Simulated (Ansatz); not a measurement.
ZnCu in Ansatz: the effect of functional

Crystal: ZnCu.

```
CELL_PARAMETERS angstrom
3.00276 0.00000 0.00000
0.00000 3.00276 0.00000
0.00000 0.00000 3.00276
ATOMIC_POSITIONS crystal
Zn 0.50000 0.50000 0.50000
Cu 0.00000 0.00000 0.00000
```

The cell isn't the ideal one: volume scaled by 1.06.

Alike in all runs:

- Program: Ansatz 0.2.0
- Task: single point
- Potentials or basis: Ansatz PAW
- k mesh: 9 × 9 × 9
- Occupations: fermi-dirac, width 0.05 eV
- Spin: no spin polarisation

**Question.** One run gave: pressure -14.7 GPa. Which functional did it use?
A. PBE
B. LDA
C. r2SCAN

**Answer.** B.

| functional | cutoff | pressure (GPa) |
| --- | --- | --- |
| LDA | 420 eV (not typed: the program's choice for these potentials) | -14.7 |
| r2SCAN | 500 eV (not typed: the program's choice for these potentials) | -9.0 |
| PBE | 420 eV (not typed: the program's choice for these potentials) | -3.8 |

Caveats: the PAW data sets come from PBE, with cores solved anew for the run's functional, which leaves a small shift of forces and pressure (some runs).
